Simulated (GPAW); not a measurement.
Computed results, one entry a study.

```json
{"subject": "Quasiparticle gap of MgI2 (1T monolayer) in GPAW", "lattice_ang": [[4.0697, 0.0, 0.0], [-2.0349, 3.5245, 0.0], [0.0, 0.0, 14.3]], "atoms": [["Mg", 0.0, 0.0, 0.5], ["I", 0.3333, 0.6667, 0.6156], ["I", 0.6667, 0.3333, 0.3844]], "method": "DFT, LDA, plane waves, PAW (and 1 further level or step)", "program": "GPAW 26.7.0", "settings_of_one_run": "cutoff 550 eV, GPAW PAW setups 1.2.1 data release, 9×9×1 k-mesh", "notes": "Values taken over the cell’s volume include its vacuum. The start is a generated structure, not a measured one. Limits: no spin-orbit coupling. Bands and cutoff are finite, so the gap is not at the basis limit. The miss can reach some tenths of an eV and take either sign; the mesh is an error of its own.", "results": {"lda_gap": "3.60 eV, indirect", "g0w0_gap_on_the_mesh": "5.63 eV", "gw_settings": "6×6×1 mesh, 154 bands, screening to 48 eV, full frequency, Hilbert transform", "known_limits": "not at the basis limit; no spin-orbit coupling"}}
```

[Paths, hosts, dates, memory and timing lines, banners, echoed tables and standing remarks are left out of the program output.]

[Logs are printed without paths, hosts, clocks, repeated set-up lines and the standing remarks that a program may print on its own settings, such as how far it seeks lower states.]

[Runs of the session that timed out or met a known fault of the program may be left out.]

[Hosts, paths, dates, database ids (printed as entryN), source tags and the programs' standing remarks are cut or masked in the printed files.]
